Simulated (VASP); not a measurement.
InSe, 8 atoms in the cell. Symmetry: P-6m2, No. 187, hexagonal system. The conventional cell has a = 4.056 Å, b = 4.056 Å, c = 16.749 Å, α = 90.00°, β = 90.00°, γ = 120.00°. Around In (site symmetry 3m) lie 3 Se at 2.67 Å and 1 In at 2.81 Å. In (site symmetry 3m) has 3 Se at 2.67 Å and 1 In at 2.81 Å as nearest neighbours. Around Se (site symmetry 3m) lie 3 In at 2.67 Å. Se (site symmetry 3m) has 3 In at 2.67 Å as nearest neighbours. Measurements of this composition are mostly on another form, of space group No. 160.

| Item | Value |
| --- | --- |
| Program | VASP 6.6.1 |
| Task | band structure |
| Functional | r2SCAN |
| Potentials or basis | VASP PAW PBE potentials, release 64 (In_d, Se) |
| Cutoff | 520 eV |
| k mesh | 9 × 9 × 2 |
| Occupations | gaussian, width 0.03 eV |
| Spin | no spin polarisation |
| Further INCAR settings | ALGO = Normal; EDIFF = 1e-06 |

Potentials or basis: VASP PAW PBE potentials, release 64 (In_d, Se).

Run with:

```sh
$ cat potpaw_PBE.64/In_d/POTCAR potpaw_PBE.64/Se/POTCAR > POTCAR
$ mpirun -np 2 vasp_std > vasp.out
```

Hardware: 2 MPI ranks on Intel(R) Xeon(R) 6975P-C (Granite Rapids) (shared host).

Task: Estimate the wall time of this run.

Result: Run time: 33 min on 2 MPI ranks on Intel(R) Xeon(R) 6975P-C (Granite Rapids), with other jobs on the host, peak memory 0.61 GiB a rank. Counts: scf iterations 140, k points 24.
